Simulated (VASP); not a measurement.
# Si (P6_3/mmc) in VASP: further runs

The runs below take Si through single point, relaxation of cell and atoms, with PBE.

Program: VASP 6.6.1. These are calculated values, not measurements. Logs are shortened: lines on timing, memory, paths and dates and some standing lists are left out, and cuts for length are marked.

### Step 1. The structure

The structure is hexagonal, space group P6_3/mmc (No. 194). Conventional cell: a = 3.560 Å, b = 3.560 Å, c = 5.954 Å, α = 90.00°, β = 90.00°, γ = 120.00°. Around Si (site symmetry -3m) lie 6 Si at 2.54 Å. Si (site symmetry -6m2) has 6 Si at 2.54 Å as nearest neighbours.

The cell was built by a generator and needn't be a form met in nature.

### Step 2. Single point, PBE

Input file INCAR:

```
PREC     = Accurate       # precision mode
ENCUT    = 520            # plane-wave cutoff, eV
EDIFF    = 1E-7           # SCF threshold, eV
ISMEAR   = 0              # smearing method
SIGMA    = 0.1            # smearing width, eV
LREAL    = F              # projectors in reciprocal space
LASPH    = T              # aspherical terms in the spheres
NELM     = 60             # most SCF steps
ALGO     = Normal         # electronic algorithm
ISIF     = 2              # what is computed and relaxed
LWAVE    = F              # write WAVECAR
LCHARG   = T              # write CHGCAR
GGA      = PE             # functional
LELF     = T              # ELF
LVHAR    = T            
NBANDS   = 16             # bands
```

Input file KPOINTS:

```
regular mesh
0
Gamma
  6 6 4
```

Input file POSCAR:

```
Si
1.0
    3.5602499208      0.0000000000      0.0000000000
   -1.7801249604      3.0832668753      0.0000000000
    0.0000000000      0.0000000000      5.9538680695
Si
4
Direct
    0.0000000000      0.0000000000      0.5000000000
    0.0000000000      0.0000000000      0.0000000000
    0.3333333333      0.6666666667      0.7500000000
    0.6666666667      0.3333333333      0.2500000000
```

Potentials or basis: VASP PAW PBE potentials, release 64 (Si).

On the command line:

```console
$ cat potpaw_PBE.64/Si/POTCAR > POTCAR
$ mpirun -np 1 vasp_std > vasp.out
```

OUTCAR:

```text
PREC = Accurate
   ENCUT = 520
   EDIFF = 1E-7
   ISMEAR = 0
   LREAL = F
   LASPH = T
   NELM = 60
   ISIF = 2
   GGA = PE

 ion  position               nearest neighbor table
   1  0.000  0.000  0.500-   3 2.54   4 2.54   4 2.54   3 2.54   4 2.54   3 2.54   2 2.98   2 2.98

   2  0.000  0.000  0.000-   3 2.54   4 2.54   4 2.54   3 2.54   4 2.54   3 2.54   1 2.98   1 2.98

   3  0.333  0.667  0.750-   1 2.54   2 2.54   1 2.54   2 2.54   1 2.54   2 2.54
   4  0.667  0.333  0.250-   1 2.54   2 2.54   1 2.54   2 2.54   1 2.54   2 2.54

  LATTYP: Found a hexagonal cell.
 ALAT       =     3.5602499208
 C/A-ratio  =     1.6723174502

  Lattice vectors:

 A1 = (   3.5602499208,   0.0000000000,   0.0000000000)
 A2 = (  -1.7801249604,   3.0832668753,   0.0000000000)
 A3 = (   0.0000000000,   0.0000000000,   5.9538680695)

Analysis of symmetry for initial positions (statically):
=====================================================================
 Subroutine PRICEL returns:
 Original cell was already a primitive cell.

 Routine SETGRP: Setting up the symmetry group for a
 hexagonal supercell.

 Subroutine GETGRP returns: Found 24 space group operations
 (whereof 12 operations were pure point group operations)
 out of a pool of 24 trial point group operations.

The static configuration has the point symmetry D_3d.
 The point group associated with its full space group is D_6h.

Analysis of symmetry for dynamics (positions and initial velocities):
=====================================================================
 Subroutine PRICEL returns:
 Original cell was already a primitive cell.

 Routine SETGRP: Setting up the symmetry group for a
 hexagonal supercell.

 Subroutine GETGRP returns: Found 24 space group operations
 (whereof 12 operations were pure point group operations)
 out of a pool of 24 trial point group operations.

The dynamic configuration has the point symmetry D_3d.
 The point group associated with its full space group is D_6h.

 Subroutine INISYM returns: Found 24 space group operations
 (whereof 12 operations are pure point group operations),
 and found     1 'primitive' translations

----------------------------------------------------------------------------------------

                                     Primitive cell

  volume of cell :      65.3568

  direct lattice vectors                    reciprocal lattice vectors
     3.560249921  0.000000000  0.000000000     0.280879158  0.162165657  0.000000000
    -1.780124960  3.083266875  0.000000000     0.000000000  0.324331315  0.000000000
     0.000000000  0.000000000  5.953868070     0.000000000  0.000000000  0.167958038

  length of vectors
     3.560249921  3.560249921  5.953868070     0.324331315  0.324331315  0.167958038

  position of ions in fractional coordinates (direct lattice)
     0.000000000  0.000000000  0.500000000
     0.000000000  0.000000000  0.000000000
     0.333333333  0.666666667  0.750000000
     0.666666667  0.333333333  0.250000000

  ion indices of the primitive-cell ions
   primitive index   ion index
                 1           1
                 2           2
                 3           3
                 4           4

----------------------------------------------------------------------------------------

 KPOINTS: regular mesh

Automatic generation of k-mesh.
 Grid dimensions read from file:
 generate k-points for:    6    6    4

 Generating k-lattice:

  Cartesian coordinates                     Fractional coordinates (reciprocal lattice)
     0.046813193  0.027027610  0.000000000     0.166666667 -0.000000000  0.000000000
     0.000000000  0.054055219  0.000000000     0.000000000  0.166666667  0.000000000
     0.000000000  0.000000000  0.041989510     0.000000000  0.000000000  0.250000000

  Length of vectors
     0.054055219  0.054055219  0.041989510

  Shift w.r.t. Gamma in fractional coordinates (k-lattice)
     0.000000000  0.000000000  0.000000000

 Subroutine IBZKPT returns following result:
 ===========================================

 Found     21 irreducible k-points:

 Following reciprocal coordinates:
            Coordinates               Weight
  0.000000  0.000000  0.000000      1.000000
  0.166667  0.000000  0.000000      6.000000
  0.333333 -0.000000  0.000000      6.000000
  0.500000 -0.000000  0.000000      3.000000
  0.166667  0.166667  0.000000      6.000000
  0.333333  0.166667  0.000000     12.000000
[... 13 lines left out ...]
  0.333333  0.166667  0.500000     12.000000
  0.333333  0.333333  0.500000      2.000000
   k-points           NKPTS =     21   k-points in BZ     NKDIM =     21   number of bands    NBANDS=     16
   number of dos      NEDOS =    301   number of ions     NIONS =      4
   total plane-waves  NPLWV =  37632
   dimension x,y,z NGX =    28 NGY =   28 NGZ =   48
   dimension x,y,z NGXF=    56 NGYF=   56 NGZF=   96
   ions per type =               4
   NGX,Y,Z   is equivalent  to a cutoff of  13.07, 13.07, 13.40 a.u.
   NGXF,Y,Z  is equivalent  to a cutoff of  26.15, 26.15, 26.81 a.u.
 SYSTEM =  unknown system
   PREC   = accura    normal or accurate (medium, high low for compatibility)
   ISTART =      0    job   : 0-new  1-cont  2-samecut
   ICHARG =      2    charge: 1-file 2-atom 10-const
   ISPIN  =      1    spin polarized calculation?
   LNONCOLLINEAR =      F non collinear calculations
   LSORBIT =      F    spin-orbit coupling
   LASPH  =      T    aspherical Exc in radial PAW
   ENCUT  =  520.0 eV  38.22 Ry    6.18 a.u.   6.62  6.62 11.07*2*pi/ulx,y,z
   NELM   =     60;   NELMIN=  2; NELMDL= -5     # of ELM steps
   EDIFF  = 0.1E-06   stopping-criterion for ELM
   LREAL  =      F    real-space projection
   EDIFFG = 0.1E-05   stopping-criterion for IOM
   NSW    =      0    number of steps for IOM
   IBRION =     -1    ionic relax: 0-MD 1-quasi-New 2-CG
   NFREE  =      0    steps in history (QN), initial steepest desc. (CG)
   ISIF   =      2    stress and relaxation
   ISYM   =      2    0-nonsym 1-usesym 2-fastsym
   POTIM  = 0.5000    time-step for ionic-motion
   TEBEG  =    0.0;   TEEND  =   0.0 temperature during run
   PSTRESS=    0.0 pullay stress
   NELECT =      16.0000    total number of electrons
   NUPDOWN=      -1.0000    fix difference up-down
   EMIN   =  10.00;   EMAX   =-10.00  energy-range for DOS
   EFERMI =   0.00;   METHOD = LEGACY
   ISMEAR =     0;   SIGMA  =   0.10  broadening in eV -4-tet -1-fermi 0-gaus
   EFERMI_NEDOS =   21; number of points for ismear=-14 and -15
   IALGO  =     38    algorithm
   IMIX   =      4    mixing-type and parameters
     AMIX     =   0.40;   BMIX     =  1.00
     AMIX_MAG =   1.60;   BMIX_MAG =  1.00
  volume/ion in A,a.u.               =      16.34       110.26
  Fermi-wavevector in a.u.,A,eV,Ry     =   1.024121  1.935308 14.270111  1.048824
  Thomas-Fermi vector in A             =   2.157891
   LORBIT       =      0    0 simple, 1 ext, 2 COOP (PROOUT), +10 PAW based schemes
   GGA     = PE    functional components
   LHFCALC =     F    Hartree Fock is set to
   AEXX    =    0.0000 exact exchange contribution
   IVDW    =     0    specifies the selected vdW correction
   LEPSILON=     F    determine dielectric tensor
   LRPA    =     F    only Hartree local field effects (RPA)
 non-spin polarized calculation
 Gauss-broadening in eV      SIGMA  =   0.10
  energy-cutoff  :      520.00
  volume of cell :       65.36
 maximum number of plane-waves:      1798
 NGX is ok and might be reduce to    28
   NGX = 13   NGY = 13   NGZ = 23

 number of electron      16.0000000 magnetization

 Free energy of the ion-electron system (eV)
  ---------------------------------------------------
  ext. energy  EPLUGINS =         0.00000000
  ---------------------------------------------------
  free energy    TOTEN  =       -20.28072915 eV

  energy without entropy =      -20.27749756  energy(sigma->0) =      -20.27911335

 E-fermi :   8.4837     XC(G=0): -10.5472

 val. band max:        8.1415158613   @ k =   0.1667   0.1667   0.2500
 cond. band min:       8.5475981029   @ k =   0.1667   0.0000   0.0000
 fundamental gap:      0.4060822416
 Fermi energy:         8.4836741960

 k-point     1 :       0.0000    0.0000    0.0000
  band No.  band energies     occupation
      1      -5.0318      2.00000
      2      -1.1349      2.00000
      3      -0.9248      2.00000
      4       7.8668      2.00000
      5       7.8668      2.00000
      6       8.8979      0.00000
[... 8 lines left out ...]
     15      13.6400      0.00000
     16      13.8647      0.00000

 k-point     2 :       0.1667    0.0000    0.0000
  band No.  band energies     occupation
      1      -4.6260      2.00000
      2      -0.7662      2.00000
      3      -0.5251      2.00000
      4       5.0384      2.00000
      5       6.8040      2.00000
      6       7.5480      2.00000
[... 8 lines left out ...]
     15      13.4300      0.00000
     16      13.7049      0.00000

 k-point     3 :       0.3333   -0.0000    0.0000
  band No.  band energies     occupation
      1      -3.4321      2.00000
      2       0.1380      2.00000
      3       0.6497      2.00000
      4       1.9293      2.00000
      5       4.9049      2.00000
      6       5.5350      2.00000
[... 8 lines left out ...]
     15      15.9616      0.00000
     16      17.1783      0.00000

 k-point     4 :       0.5000   -0.0000    0.0000
  band No.  band energies     occupation
      1      -1.9226      2.00000
      2      -0.8966      2.00000
      3       2.0826      2.00000
      4       2.3877      2.00000
      5       2.6539      2.00000
      6       3.3884      2.00000
[... 8 lines left out ...]
     15      16.2026      0.00000
     16      16.2556      0.00000

 k-point     5 :       0.1667    0.1667    0.0000
  band No.  band energies     occupation
      1      -3.8240      2.00000
      2      -0.0742      2.00000
      3       0.2645      2.00000
      4       3.0907      2.00000
      5       4.2388      2.00000
      6       7.0709      2.00000
[... 8 lines left out ...]
     15      14.5378      0.00000
     16      15.4828      0.00000

 k-point     6 :       0.3333    0.1667    0.0000
  band No.  band energies     occupation
      1      -2.2965      2.00000
      2       0.1088      2.00000
      3       1.5479      2.00000
      4       1.7534      2.00000
      5       2.9353      2.00000
      6       4.4396      2.00000
[... 8 lines left out ...]
     15      15.6603      0.00000
     16      16.3795      0.00000
[... 210 lines left out ...]
 k-point    18 :       0.5000   -0.0000    0.5000
  band No.  band energies     occupation
      1      -1.0658      2.00000
      2      -1.0658      2.00000
      3       0.4183      2.00000
      4       0.4183      2.00000
      5       6.3515      2.00000
      6       6.3515      2.00000
[... 8 lines left out ...]
     15      15.9563      0.00000
     16      15.9563      0.00000

 k-point    19 :       0.1667    0.1667    0.5000
  band No.  band energies     occupation
      1      -2.8306      2.00000
      2      -2.8306      2.00000
      3       3.7253      2.00000
      4       3.7253      2.00000
      5       4.7213      2.00000
      6       4.7213      2.00000
[... 8 lines left out ...]
     15      14.0549      0.00000
     16      14.0549      0.00000

 k-point    20 :       0.3333    0.1667    0.5000
  band No.  band energies     occupation
      1      -1.3475      2.00000
      2      -1.3475      2.00000
      3       1.3024      2.00000
      4       1.3024      2.00000
      5       4.1651      2.00000
      6       4.1651      2.00000
[... 8 lines left out ...]
     15      16.3625      0.00000
     16      16.3625      0.00000

 k-point    21 :       0.3333    0.3333    0.5000
  band No.  band energies     occupation
      1      -0.0446      2.00000
      2      -0.0446      2.00000
      3       0.4337      2.00000
      4       0.4337      2.00000
      5       2.6907      2.00000
      6       2.6907      2.00000
[... 8 lines left out ...]
     15      15.9713      0.00000
     16      15.9713      0.00000

------------------------ aborting loop because EDIFF is reached ----------------------------------------

  FORCE on cell =-STRESS in cart. coord.  units (eV):
  Direction    XX          YY          ZZ          XY          YZ          ZX
  --------------------------------------------------------------------------------------
  -------------------------------------------------------------------------------------
  Total       -0.0131061     -0.0131061     -0.0110775      0.0000000      0.0000000     -0.0000000
  in kB       -0.3212872     -0.3212872     -0.2715584      0.0000000      0.0000000     -0.0000000
  external PRESSURE =      -0.3047110 kB  Pullay stress =       0.0000000 kB

 VOLUME and BASIS-vectors are now :
 -----------------------------------------------------------------------------
  energy-cutoff  :      520.00
  volume of cell :       65.36
      direct lattice vectors                 reciprocal lattice vectors
     3.560249921  0.000000000  0.000000000     0.280879158  0.162165657  0.000000000
    -1.780124960  3.083266875  0.000000000     0.000000000  0.324331315  0.000000000
     0.000000000  0.000000000  5.953868070     0.000000000  0.000000000  0.167958038

 POSITION                                       TOTAL-FORCE (eV/Angst)
 -----------------------------------------------------------------------------------
      0.00000      0.00000      2.97693        -0.000000      0.000000     -0.000000
      0.00000      0.00000      0.00000        -0.000000      0.000000     -0.000000
     -0.00000      2.05551      4.46540        -0.000000      0.000000     -0.000000
      1.78012      1.02776      1.48847         0.000000     -0.000000      0.000000
 -----------------------------------------------------------------------------------
    total drift:                               -0.000000     -0.000000      0.000000

  FREE ENERGIE OF THE ION-ELECTRON SYSTEM (eV)
  ---------------------------------------------------
  free  energy   TOTEN  =       -20.2807291484 eV

  energy  without entropy=      -20.2774975576  energy(sigma->0) =      -20.27911335
```

Run time: 12 s. Hardware: 1 thread of Intel Xeon Platinum 8488C (Sapphire Rapids), shared host; peak memory 0.18 GiB.

What came out:

```
Free energy            : -20.2807 eV
Pressure               : 0.0 GPa
Band gap on the k mesh : none (metal or under the smearing width)
```

Levels at points of the mesh, in eV from the Fermi level:
| k point | band 4 | band 5 | band 6 | band 7 | band 8 | band 9 | band 10 | band 11 | band 12 | band 13 |
| --- | --- | --- | --- | --- | --- | --- | --- | --- | --- | --- |
| (0.00, 0.00, 0.00) | -0.62 | -0.62 | 0.41 | 0.78 | 0.78 | 2.05 | 2.82 | 2.82 | 3.63 | 3.81 |
| (0.50, 0.00, 0.00) | -6.10 | -5.83 | -5.10 | -3.06 | 0.20 | 0.57 | 0.71 | 1.50 | 3.22 | 3.73 |
| (0.00, 0.00, 0.50) | -4.69 | 0.08 | 0.08 | 0.08 | 0.08 | 2.82 | 2.82 | 2.90 | 2.90 | 2.90 |
| (0.50, 0.00, 0.50) | -8.07 | -2.13 | -2.13 | -1.83 | -1.83 | -1.24 | -1.24 | 1.89 | 1.89 | 5.11 |

### Step 3. Relaxation of cell and atoms, PBE

This run uses another cell than the first one, of 16.30 Å³/atom, 0.997 times its volume.

Input file INCAR:

```
ALGO = Fast ; EDIFF = 1E-7
EDIFFG = -0.04 ; ENCUT = 600
GGA = PE ; IBRION = 2
ISIF = 3 ; ISMEAR = 0
LASPH = T ; LCHARG = F
LREAL = F ; LWAVE = F
NELM = 80 ; NSW = 90
PREC = Accurate ; SIGMA = 0.1
```

Input file KPOINTS:

```
k-points
0
Gamma
  6 6 4
```

Input file POSCAR:

```
Si
1.0
    3.5854480791      0.0000000000      0.0000000000
   -1.7927240395      3.1050891204      0.0000000000
    0.0000000000      0.0000000000      5.8554470188
Si
4
Direct
    0.0000000000      0.0000000000      0.5000000000
    0.0000000000      0.0000000000      0.0000000000
    0.3333333333      0.6666666667      0.7500000000
    0.6666666667      0.3333333333      0.2500000000
```

Potentials or basis: VASP PAW PBE potentials, release 64 (Si).

On the command line:

```console
$ cat potpaw_PBE.64/Si/POTCAR > POTCAR
$ mpirun -np 1 vasp_std > vasp.out
```

Wall time 38 s (1 thread of Intel Xeon Platinum 8488C (Sapphire Rapids), shared host); peak memory 0.2 GiB.

Results (log left out):

```yaml
Free_energy: -20.2809 eV
Relaxed_volume: 16.30 Å³/atom
Relaxed_cell: a = 3.555 Å, b = 3.555 Å, c = 5.958 Å, α = 90.00°, β = 90.00°, γ = 120.00°
Space_group_after_relaxing_to_0.05_Å: P6_3/mmc (No. 194)
Energy_gained_by_relaxing: 3.2 meV/atom
Ionic_steps: 5
Pressure_after_relaxing: 0.2 GPa
Band_gap_on_the_k_mesh: none (metal or under the smearing width)
```

Stress tensor (GPa, compression positive):
```
 0.27  0.00  0.00
 0.00  0.27  0.00
 0.00  0.00 -0.03
```

The path:
```
step  energy change (eV)  largest force (eV/Å)  pressure (GPa)  volume (Å³)
   1              0.0000                0.0000            0.46        65.19
   2             -0.0110                0.0000           -0.34        65.62
   3             -0.0118                0.0000           -0.54        65.73
   4             -0.0119                0.0000           -0.61        65.77
   5             -0.0127                0.0000            0.17        65.21
```

Final structure:
```cif
data_structure
_symmetry_space_group_name_H-M 'P 1'
_symmetry_Int_Tables_number 1
_cell_length_a 3.5553
_cell_length_b 3.5553
_cell_length_c 5.9575
_cell_angle_alpha 90.000
_cell_angle_beta 90.000
_cell_angle_gamma 120.000
_cell_volume 65.21
loop_
_atom_site_label
_atom_site_type_symbol
_atom_site_fract_x
_atom_site_fract_y
_atom_site_fract_z
_atom_site_occupancy
Si1 Si 0.00000 0.00000 0.50000 1
Si2 Si 0.00000 0.00000 0.00000 1
Si3 Si 0.33333 0.66667 0.75000 1
Si4 Si 0.66667 0.33333 0.25000 1
```

Levels at points of the mesh, in eV from the Fermi level:
```
           k point  band 5  band 6  band 7  band 8  band 9  band 10  band 11  band 12
(0.00, 0.00, 0.00)   -0.60    0.38    0.80    0.80    2.09     2.83     2.83     3.66
(0.50, 0.00, 0.00)   -5.83   -5.11   -3.06    0.20    0.57     0.71     1.50     3.23
(0.00, 0.00, 0.50)    0.09    0.09    0.09    0.09    2.85     2.85     2.92     2.92
(0.50, 0.00, 0.50)   -2.13   -2.13   -1.84   -1.84   -1.25    -1.25     1.88     1.88
```

(Continued in part 2 of 2.)
